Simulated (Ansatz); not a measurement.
A decomposition energy, worked out: Al5N

Level of theory: DFT PBE, scalar-relativistic, plane waves, PAW (Ansatz 0.2.0). All cells share a 420 eV cutoff and Γ-centred k meshes spaced at most about 0.3 Å⁻¹ (about 0.25 or finer for metals, 2π included). No spin polarisation.

The zero of energy is the elements' standard structures at the same level (N₂ as a molecule); no fitted shifts are applied.

These are static total energies at zero pressure.

A trial structure of Al5N (reached from: random cell; relaxed: space group R3m (No. 160), a = 5.443 Å, c = 12.783 Å) has a formation energy of 0.021 eV/atom. At its composition the lowest mixture among the elements and 1 reference phase computed alike (others may be missing) consists of these:

```json
{"phase": "Al (solid)", "source": "element", "ΔE_f (eV/atom)": "0.000"}
{"phase": "AlN (P6_3mc)", "source": "COD", "ΔE_f (eV/atom)": "-1.368"}
```

Question: Write the balanced decomposition and find its energy per atom, per formula unit and per mole of formula units.

Answer: Balancing Al and N gives Al5N → 4 Al + AlN. The left side holds 6 atoms, and the products take 4/6 (Al) and 2/6 (AlN) of them. The mixture therefore lies at 4/6 × (0.000) + 2/6 × (-1.368) = -0.456 eV/atom. The reaction energy is -0.456 − (0.021) = -0.477 eV/atom. Times 6 atoms that is -2.862 eV per Al5N, and times 96.485 it is -276 kJ per mole of Al5N. Decomposition is downhill, so the trial structure is unstable against this mixture.
